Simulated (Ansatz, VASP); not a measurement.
## Cross-check of Nb (Nb wire along [111], 7 atoms a period) between VASP and Ansatz

Wanted: the spread between two codes on one cell, functional and k mesh. The structure shown is the end of the Ansatz relaxation below.

Method: plane waves, with VASP 6.6.1 beside it; single point at PBE, in Ansatz 0.2.0.

## Step 1: Set-up

The cell holds 7 atoms: 7 Nb. Cell: a = 11.481 Å, b = 13.557 Å, c = 2.631 Å, α = 90.0°, β = 90.0°, γ = 90.0°. Vacuum lies along a and b. The structure's axis is c.

## Step 2: Ansatz: relaxation, PBE

Ansatz runs on its default PAW (the set named soft_2) files.

This run makes the geometry at which the two programs are then compared.

Contents of input.yaml:

```yaml
crystal:
  lattice:
    - [11.481, 0.0, 0.0]
    - [0.0, 13.557, 0.0]
    - [0.0, 0.0, 2.8665440865]
  atoms:
    - { symbol: Nb, position: [0.500002042, 0.450144109, 0.0] }
    - { symbol: Nb, position: [0.703862633, 0.74917085, 0.0] }
    - { symbol: Nb, position: [0.500002042, 0.649495269, 0.333333333] }
    - { symbol: Nb, position: [0.703862633, 0.350468529, 0.333333333] }
    - { symbol: Nb, position: [0.296141451, 0.549819689, 0.666666667] }
    - { symbol: Nb, position: [0.500002042, 0.250792948, 0.666666667] }
    - { symbol: Nb, position: [0.703862633, 0.549819689, 0.666666667] }
kpoints:
  mp_grid: { grid: [1, 1, 28] }
scf:
  occupations: { method: fermi_dirac, width: 0.05 }
hamiltonian:
  xc: pbe
relax:
  cell: { fix: [a, b, alpha, beta, gamma] }
  max_steps: 60
```

Run with:

```sh
$ ansatz run input.yaml --threads 16 --pin off --max-ram 61440MiB --backend cuda --events-out ev --progress --plain --runs-dir out --max-vram 78GiB
```

Numbers of over 12 decimals in the logs are rounded to 6 here.

Output:

```text
Engine: ansatz 0.2.0, aarch64-unknown-linux-gnu
Pseudopotentials: kind: paw
Pseudopotential: Nb, paw, valence charge 13, recommended cutoff 420 eV (normal), Nb.paw.azcp
Functional definition: PBE
  parameter kappa = 0.804
  parameter beta = 0.066725
  exchange = pbe_x(kappa = kappa, mu = beta*pi^2/3)
  correlation = pbe_c(beta = beta)
device memory: the entry about to start is reckoned to put 13.4 GiB on a device that reports 170.6 GiB free (of which the cap on the GPU budget leaves the run 78.0 GiB)
GPU FFT provider: cuFFT
GPU libraries: cuBLAS 13.8.1, cuFFT 12.4.0, cuSOLVER 12.3.2
GPU matrix products: emulated (plane waves: as basis.precision tells), large ones in fixed point in workspaces of 1.00 GiB
Crystal: 7 atoms, lattice volume = 446.172 Å³
Basis set: ecut = 420 eV, 8715 PW (Γ), exchange–correlation on 160×192×40 points (8 copies of the dense FFT grid, shifted against one another)
Bands: 55, of which v1, the nominal top of the filled ones, is band 46 counted from 1 (45 counted from 0)
Symmetry: 1 space group operations
Space group: P1 (ITA 1), of the structure as read, at distance tolerance 7.6e-5 Å
k-points: 15 of 28 (time reversal used)
Non-local potential: Nb, projectors of the file, l = 0: 3, l = 1: 2, l = 2: 2, l = 3: 1
PAW form: soft (Blöchl's): semilocal exchange-correlation on the pseudo side does not see the compensation charge
PAW one-centre angular grid: Nb, 590 points (default); XC on 64 Gauss nodes
Initial density: superposition of atomic densities (neutral atoms: chi_scale 0, normalization atom), corrected by the library's trained network
Initial wavefunctions: pseudopotential atomic-orbital guess
GPU buffer pool allocated for 153600 grid points (all kernels)
GPU transforms: local potential and band sums: pruned to the plane-wave sphere, on 80×90×20
Functional: x = pbe(κ = 0.804, μ = 0.219515), c = pbe(β = 0.066725)
SCF iter   1: F=—  HF=-31853.843746 eV  |F-HF|=—  |Δ(HF+E_count)|=         —  Δρ=6.07e-3  dr2=9.88e-1  ethr=1.77e-3  ⟨swp⟩=10.6  Hψ=3978  notcnv=0
preconditioner: auto → LDOS  [metal: Δε(μ)=0.015 eV  Ē_g=2.378 eV  σ=0.050 eV  W_gap=0.08  n_scr=50 (ndim 8)  ℏωp=10.4 eV  f_vac=0.517  D(μ)=15.08/eV (n_scr^D=108)  β→1.0]
SCF iter   2: F=—  HF=-31853.803878 eV  |F-HF|=—  |Δ(HF+E_count)|=   3.99e-2  Δρ=3.30e-3  dr2=1.20e-1  ethr=1.09e-3  ⟨swp⟩=2.3  Hψ=1098  notcnv=0  defer=1
SCF iter   3: F=—  HF=-31853.797204 eV  |F-HF|=—  |Δ(HF+E_count)|=   6.67e-3  Δρ=1.02e-3  dr2=3.09e-2  ethr=1.32e-4  ⟨swp⟩=2.4  Hψ=1230  notcnv=0  defer=1
SCF iter   4: F=—  HF=-31853.796654 eV  |F-HF|=—  |Δ(HF+E_count)|=   5.50e-4  Δρ=4.02e-4  dr2=2.97e-3  ethr=3.39e-5  ⟨swp⟩=1.3  Hψ=829  notcnv=0  defer=1
SCF iter   5: F=—  HF=-31853.796643 eV  |F-HF|=—  |Δ(HF+E_count)|=   1.16e-5  Δρ=9.18e-5  dr2=1.07e-4  ethr=3.26e-6  ⟨swp⟩=1.9  Hψ=942  notcnv=0  defer=1
SCF iter   6: F=—  HF=-31853.796478 eV  |F-HF|=—  |Δ(HF+E_count)|=   1.65e-4  Δρ=4.22e-5  dr2=1.97e-5  ethr=1.18e-7  ⟨swp⟩=2.3  Hψ=1201  notcnv=0  defer=1
SCF iter   7: F=—  HF=-31853.796463 eV  |F-HF|=—  |Δ(HF+E_count)|=   1.46e-5  Δρ=1.46e-5  dr2=2.93e-6  ethr=2.16e-8  ⟨swp⟩=2.0  Hψ=1085  notcnv=0  defer=1
SCF iter   8: F=—  HF=-31853.796464 eV  |F-HF|=—  |Δ(HF+E_count)|=   4.63e-7  Δρ=6.06e-6  dr2=6.41e-7  ethr=3.22e-9  ⟨swp⟩=2.0  Hψ=1091  notcnv=0  defer=1
SCF iter   9: F=-31853.796464 eV  HF=-31853.796464 eV  |F-HF|=3.76e-8  |Δ(HF+E_count)|=   4.94e-8  Δρ=2.12e-6  dr2=6.75e-8  ethr=1.10e-10  ⟨swp⟩=4.0  Hψ=3526  notcnv=0
SCF 1 converged in 9 iterations: F = -31853.796464 eV  dr2 = 6.75e-8
  greatest PAW one-centre occupation: 0.998 electrons in one spin orbital (limit 2), on the Nb atom at site 0 (counted from 0), in its partial waves of l = 0
relax step   1: F+E_penalty+E_count = -31853.79646384 eV  Δ(F+E_penalty+E_count) = +0.000e0 eV  max|allowed force component| = 1.725e0 eV/Å  Δτ_max = 0.0000 Å  P = -5.351 GPa  Ω = 446.172 Å³  fix = [a, b, alpha, beta, gamma]  reactions: a -3.913, b -4.168 GPa; alpha +0.220, beta -0.045, gamma +0.844 GPa/rad  (9 SCF iters, dr2 threshold 1.00e-7 eV, accepted)
[...]
relax step   9: F+E_penalty+E_count = -31855.57825633 eV  Δ(F+E_penalty+E_count) = -2.867e-4 eV  max|allowed force component| = 8.412e-3 eV/Å  Δτ_max = 0.0230 Å  P = -0.045 GPa  Ω = 409.464 Å³  energy of the carried Pulay correction = +1.851e-3 eV  fix = [a, b, alpha, beta, gamma]  reactions: a -0.084, b -0.054 GPa; alpha +0.018, beta +0.007, gamma -0.009 GPa/rad  (8 SCF iters, dr2 threshold 2.15e-8 eV, accepted)
[...]
relax step  10: F+E_penalty+E_count = -31855.57671389 eV  Δ(F+E_penalty+E_count) = +1.542e-3 eV  max|allowed force component| = 8.637e-3 eV/Å  Δτ_max = 0.0000 Å  P = -0.045 GPa  Ω = 409.464 Å³  fix = [a, b, alpha, beta, gamma]  reactions: a -0.083, b -0.053 GPa; alpha +0.018, beta +0.007, gamma -0.009 GPa/rad  stress off target by 6.39e-4 GPa on what of the cell is left free  SCF on the basis re-selected at this cell (its energy is not comparable with the rows above)  (8 SCF iters)
basis re-selected at this cell: Δ(F+E_penalty+E_count) = +1.542e-3 eV, ΔP = -0.000 GPa vs the last step (what re-selecting the basis moved, of the pressure what is left beyond the Pulay correction that the steps carried, after the strain that the cell walked since its last selection, with what the two solves' SCF thresholds leave and, on support functions, any second-order correction that the steps lacked; it is no measure of the basis error at this ecutwfc). The dense FFT grid was sized anew with the basis: this SCF ran on 80×96×18 points, the steps before it on 80×96×20, so part of this shift can come from that change (see relax.cell in the input reference). [rest of the remark cut]
SCF converged after 8 iterations
Free energy (F): -31855.576714 eV
Harris-Foulkes:  -31855.576714 eV  (|F-HF|=2.55e-11)
Internal energy: -31855.499472 eV  (E = F + TS)
E sigma→0 (E₀):  -31855.538093 eV
Entropy (-TS):   -0.077242 eV (-11.035 meV/atom)
Fermi energy:    2.970361 eV
--- Per-component energies (eV) ---
  E_band       = -1842.793988
  E_kinetic    = 2764.729365
  E_local      = -32062.059287  (includes V_loc(G=0)·N_el)
  E_nonlocal   = 853.729926
  E_hartree    = 14420.229547
  E_xc         = -1221.222353
  E_vxc        = -1480.381707  (∫ρ·V_xc dr)
  E_paw        = -21518.048239  (= ΣΔE_a)
  E_vpaw       = -759.271160  (= ΣTr[D̂ρ^β])
  E_aug_tail   = 0.000049  (compensation charges beyond the density's cutoff)
  E_ewald      = 4907.141520
  E_smearing   = -0.077242  (= −TS)
  E_closure    = 0.000000  (closes the sum)
  Σ components = -31855.576714   (vs F -31855.576714, Δ=0.00e0)
--- Forces (eV/Å), atoms counted from 1 ---
  atom   1  Nb    -0.00083787     0.00297832     0.00094112
  atom   2  Nb     0.00184498     0.00296029     0.00076266
  atom   3  Nb    -0.00338856     0.00532584     0.00096460
  atom   4  Nb     0.00863645    -0.00534937     0.00005271
  atom   5  Nb    -0.00634515    -0.00510268     0.00190687
  atom   6  Nb    -0.00246732    -0.00346839    -0.00056914
  atom   7  Nb     0.00255623     0.00265664    -0.00405885
  max |Σ_I F_I| component: 1.25e-6 eV/Å
--- Stress (GPa, compression-positive) ---
       -0.082974       0.009041      -0.007346
        0.009041      -0.052783      -0.017767
       -0.007346      -0.017767       0.000639
  P = ⅓ Tr σ = -0.0450 GPa (-0.450 kbar)
--- Band table (eV; the first three rows and the last of 15) ---
  k-point 0: bands = [... 42 lower, 1.9758, 2.0413, 2.2982, 2.5319, 2.8493, 2.9355, 3.2589, 3.4531, ... 5 higher]
  k-point 1: bands = [... 42 lower, 1.9836, 2.0498, 2.2982, 2.5348, 2.8482, 2.9276, 3.2420, 3.4554, ... 5 higher]
  k-point 2: bands = [... 42 lower, 2.0075, 2.0809, 2.3021, 2.5395, 2.8326, 2.9114, 3.1961, 3.4543, ... 5 higher]
  k-point 14: bands = [... 42 lower, 3.3740, 3.6537, 3.6740, 3.8306, 3.9309, 4.1354, 4.2526, 4.4889, ... 5 higher]
--- Relaxed structure (9 steps of the walk, 7 accepted, 1 SCFs on fresh bases) ---
  F+E_penalty+E_count = -31855.57671389 eV   max|allowed force component| = 8.637e-3 eV/Å   (the final SCF, on the basis selected at the relaxed cell)
  cell:  # Å, volume = 409.4644 Å³
    - [11.481, 0, 0]
    - [0, 13.557, 0]
    - [0, 0, 2.630709]
  atoms:
    - { symbol: Nb, position: [0.494329, 0.449893, 0.018865] }
    - { symbol: Nb, position: [0.689705, 0.732941, -0.0072982] }
    - { symbol: Nb, position: [0.492450, 0.651248, 0.314722] }
    - { symbol: Nb, position: [0.701077, 0.353512, 0.344076] }
    - { symbol: Nb, position: [0.304777, 0.553906, 0.632891] }
    - { symbol: Nb, position: [0.520197, 0.259023, 0.694212] }
    - { symbol: Nb, position: [0.705201, 0.549188, 0.669199] }
```

The column dr2 measures how far the density is from self-consistency, as an energy; F and HF (Harris–Foulkes) agree once it is small.

## Step 3: VASP: single point, PBE

The same cell, functional, mesh and smearing now go to VASP, with its own data sets.

Lines of VASP's logs that name or quote its potential files are left out, and so is its time.

Contents of INCAR:

```
SYSTEM = Nb
PREC = Accurate
ENCUT = 500
EDIFF = 1E-06
NELM = 120
ISMEAR = -1
SIGMA = 0.05
LREAL = .FALSE.
ALGO = Normal
GGA = PE
NBANDS = 56
LASPH = .TRUE.
LORBIT = 11
LWAVE = .FALSE.
LCHARG = .FALSE.
ISIF = 2
GGA_COMPAT = .FALSE.
KPAR = 2
```

Contents of POSCAR:

```
Nb
1.0
   11.4810000000      0.0000000000      0.0000000000
    0.0000000000     13.5570000000      0.0000000000
    0.0000000000      0.0000000000      2.6307089313
Nb
7
Direct
    0.4943285024      0.4498934047      0.0188651875
    0.6897047148      0.7329406251      0.9927017988
    0.4924498806      0.6512482958      0.3147216163
    0.7010768576      0.3535117837      0.3440759984
    0.3047774169      0.5539055057      0.6328906532
    0.5201966532      0.2590231782      0.6942120229
    0.7052014506      0.5491882899      0.6691993899
```

Contents of KPOINTS:

```
Automatic mesh
0
Gamma
1 1 28
0 0 0
```

PAW data sets: Nb_sv (PBE family, release 64).

Run with:

```sh
$ mpirun -np 2 vasp_std
```

Output:

```text
[banner, memory and clock lines left out]
running    2 mpi-ranks, on    1 nodes
 distrk:  each k-point on    1 cores,    2 groups
 distr:  one band on    1 cores,    1 groups

 POSCAR found type information on POSCAR Nb
 POSCAR found :  1 types and       7 ions
 LDA part: xc-table for (Slater+PW92), standard interpolation
 POSCAR, INCAR and KPOINTS ok, starting setup
 FFT: planning ... GRIDC
 FFT: planning ... GRID_SOFT
 FFT: planning ... GRID
 WAVECAR not read
 entering main loop
       N       E                     dE             d eps       ncg     rms          rms(c)
DAV:   1     0.966463934728E+03    0.96646E+03   -0.49103E+04  2176   0.140E+03
DAV:   2     0.427697537600E+02   -0.92369E+03   -0.89405E+03  2136   0.552E+02
DAV:   3    -0.559850822255E+02   -0.98755E+02   -0.95376E+02  2576   0.115E+02
DAV:   4    -0.682775509695E+02   -0.12292E+02   -0.12049E+02  3056   0.393E+01
DAV:   5    -0.693371323735E+02   -0.10596E+01   -0.10477E+01  2688   0.945E+00    0.196E+01
DAV:   6    -0.649060993988E+02    0.44310E+01   -0.61093E+01  2856   0.360E+01    0.115E+01
DAV:   7    -0.629591228238E+02    0.19470E+01   -0.41399E+01  2640   0.275E+01    0.723E+00
DAV:   8    -0.613773387198E+02    0.15818E+01   -0.10816E+01  2840   0.145E+01    0.379E+00
DAV:   9    -0.611226787038E+02    0.25466E+00   -0.23180E+00  2640   0.833E+00    0.256E+00
DAV:  10    -0.611276162290E+02   -0.49375E-02   -0.58396E-01  2760   0.456E+00    0.199E+00
DAV:  11    -0.611125462243E+02    0.15070E-01   -0.42799E-01  2640   0.395E+00    0.108E+00
DAV:  12    -0.611029393092E+02    0.96069E-02   -0.31162E-01  2816   0.337E+00    0.726E-01
DAV:  13    -0.610914864099E+02    0.11453E-01   -0.82817E-02  2744   0.193E+00    0.318E-01
DAV:  14    -0.610931780014E+02   -0.16916E-02   -0.26116E-02  2704   0.106E+00    0.284E-01
[...]
DAV:  18    -0.610977152474E+02   -0.17199E-02   -0.12634E-03  2328   0.133E-01    0.393E-02
DAV:  19    -0.610987136539E+02   -0.99841E-03   -0.38567E-04  2528   0.929E-02    0.266E-02
DAV:  20    -0.610991916643E+02   -0.47801E-03   -0.96098E-05  2168   0.468E-02    0.140E-02
DAV:  21    -0.610995267510E+02   -0.33509E-03   -0.67131E-05  2056   0.322E-02    0.804E-03
DAV:  22    -0.610995963381E+02   -0.69587E-04   -0.18877E-05  1992   0.179E-02    0.438E-03
DAV:  23    -0.610996101756E+02   -0.13838E-04   -0.55031E-06  1472   0.111E-02    0.251E-03
DAV:  24    -0.610996113820E+02   -0.12063E-05   -0.12965E-06  1352   0.622E-03    0.150E-03
DAV:  25    -0.610996116045E+02   -0.22256E-06   -0.33671E-07  1200   0.379E-03
   1 F= -.61099612E+02 E0= -.61060932E+02  d E =-.773585E-01
```

Parts of OUTCAR (step 3):

```text
ion  position               nearest neighbor table
   1  0.494  0.450  0.019-   6 2.74   5 2.78   3 2.84   4 2.84   7 2.92
   2  0.690  0.733  0.993-   7 2.64   3 2.66
   3  0.492  0.651  0.315-   2 2.66   5 2.66   1 2.84   7 2.96
   4  0.701  0.354  0.344-   6 2.61   7 2.79   1 2.84   6 2.98
   5  0.305  0.554  0.633-   3 2.66   1 2.78
   6  0.520  0.259  0.694-   4 2.61   1 2.74   4 2.98
   7  0.705  0.549  0.669-   2 2.64   4 2.79   1 2.92   3 2.96

  LATTYP: Found a simple orthorhombic cell.
 ALAT       =     2.6307089313
 B/A-ratio  =     4.3642228387
 C/A-ratio  =     5.1533637335

 Subroutine GETGRP returns: Found  1 space group operations
 (whereof  1 operations were pure point group operations)

The static configuration has the point symmetry C_1 .

 Found     15 irreducible k-points:

   k-points           NKPTS =     15   k-points in BZ     NKDIM =     15   number of bands    NBANDS=     56

   dimension x,y,z NGX =    84 NGY =  100 NGZ =   20
   dimension x,y,z NGXF=   168 NGYF=  200 NGZF=   40

   ENCUT  =  500.0 eV  36.75 Ry    6.06 a.u.  20.93 24.72  4.80*2*pi/ulx,y,z

   NELECT =      91.0000    total number of electrons

 k-points in reciprocal lattice and weights: Automatic mesh
   0.00000000  0.00000000  0.00000000       0.036
   0.00000000  0.00000000  0.03571429       0.071
   0.00000000  0.00000000  0.07142857       0.071
   0.00000000  0.00000000  0.10714286       0.071
   0.00000000  0.00000000  0.14285714       0.071
   0.00000000  0.00000000  0.17857143       0.071
   0.00000000  0.00000000  0.21428571       0.071
   0.00000000  0.00000000  0.25000000       0.071
   0.00000000  0.00000000  0.28571429       0.071
[...]
0.00000000  0.00000000  0.46428571       0.071
   0.00000000  0.00000000  0.50000000       0.036

 average (electrostatic) potential at core
       1 -87.1773       2 -87.3991       3 -87.3032       4 -87.4331       5 -87.4845
       6 -87.4326       7 -87.3672

 E-fermi :   0.9332

 k-point     1 :       0.0000    0.0000    0.0000
  band No.  band energies     occupation
    ...
     44       0.0047      2.00000
     45       0.2612      2.00000
     46       0.4936      1.99970
     47       0.8102      1.84241
     48       0.8977      1.34037
     49       1.2202      0.00641
     50       1.4150      0.00013
     51       1.8715      0.00000
     52       2.1714      0.00000
     53       2.3439      0.00000
    ...

 k-point     2 :       0.0000    0.0000    0.0357
  band No.  band energies     occupation
    ...
     44       0.0136      2.00000
     45       0.2612      2.00000
     46       0.4966      1.99968
     47       0.8092      1.84534
     48       0.8899      1.40798
     49       1.2034      0.00896
     50       1.4174      0.00012
     51       1.8463      0.00000
     52       2.1347      0.00000
     53       2.3118      0.00000
    ...

 k-point     3 :       0.0000    0.0000    0.0714
  band No.  band energies     occupation
    ...
     44       0.0460      2.00000
     45       0.2654      2.00000
     46       0.5018      1.99964
     47       0.7941      1.88341
     48       0.8738      1.53301
     49       1.1577      0.02218
     50       1.4164      0.00013
     51       1.7717      0.00000
     52       2.0225      0.00000
     53       2.2122      0.00000
    ...

  Total       -0.4686757     -0.3979032     -0.2115403      0.0217995     -0.0456359     -0.0300786
  in kB       -1.8338631     -1.5569402     -0.8277279      0.0852985     -0.1785669     -0.1176934
  external PRESSURE =      -1.4061771 kB  Pullay stress =       0.0000000 kB

  energy-cutoff  :      500.00
  volume of cell :      409.46
      direct lattice vectors                 reciprocal lattice vectors
    11.481000000  0.000000000  0.000000000     0.087100427  0.000000000  0.000000000
     0.000000000 13.557000000  0.000000000     0.000000000  0.073762632  0.000000000
     0.000000000  0.000000000  2.630708931     0.000000000  0.000000000  0.380125672

 POSITION                                       TOTAL-FORCE (eV/Angst)
 -----------------------------------------------------------------------------------
      5.67539      6.09920      0.04963         0.005991      0.006683      0.002640
      7.91850      9.93648      2.61151        -0.004910     -0.007888      0.001302
      5.65382      8.82897      0.82794         0.003725     -0.006240      0.001603
      8.04906      4.79256      0.90516        -0.005742      0.003474     -0.003073
      3.49915      7.50930      1.66495         0.009293     -0.005355      0.001969
      5.97238      3.51158      1.82627         0.004080      0.008916      0.001312
      8.09642      7.44535      1.76047        -0.012437      0.000408     -0.005753
 -----------------------------------------------------------------------------------
    total drift:                               -0.000112     -0.001038      0.000986

  FREE ENERGIE OF THE ION-ELECTRON SYSTEM (eV)
  ---------------------------------------------------
  free  energy   TOTEN  =       -61.0996116045 eV

  energy  without entropy=      -61.0222531485  energy(sigma->0) =      -61.06093238

 total charge
# of ion       s       p       d       tot
------------------------------------------
    1        2.228   6.005   2.577  10.810
    2        2.240   5.921   2.705  10.865
    3        2.232   5.980   2.616  10.828
    4        2.234   5.949   2.671  10.854
    5        2.236   5.919   2.672  10.828
    6        2.243   5.920   2.696  10.859
    7        2.230   5.973   2.609  10.812
--------------------------------------------------
tot         15.643  41.668  18.545  75.856

[... 3 further parts left out ...]
```

## Step 4: Comparison

Known differences besides the potentials themselves: the cutoff is 420 eV in Ansatz and 500 eV in VASP; Ansatz's pressure holds a Pulay correction, VASP's none. Total energies have different zeros and are not compared.

Compared:

```tsv
quantity	Ansatz	VASP	difference
pressure (GPa)	-0.05	-0.14	+0.10
```

At this near-relaxed geometry the largest component of a force difference is 16 meV/Å.

## Step 5: Summary of results

| Quantity | Value |
| --- | --- |
| difference in pressure (single point, PBE) | 0.096 GPa |
| r.m.s. force difference (single point, PBE) | 8.1 meV/Å |

The r.m.s. force difference is 8.1 meV/Å (single point, PBE), within the 12 meV/Å picked in this series as the mark of a large difference. Such differences can come from data sets, numerical settings and the points named under the comparisons, not from the functional's error against experiment.

[Lines on the potential files, build, host, timing and source positions are cut from VASP's logs without a mark.]

[Logs are printed without paths, hosts, clocks, repeated set-up lines and the standing remarks that a program may print on its own settings, such as how far it seeks lower states.]

[Hosts, paths, dates, database ids (printed as entryN), source tags and the programs' standing remarks are cut or masked in the printed files.]
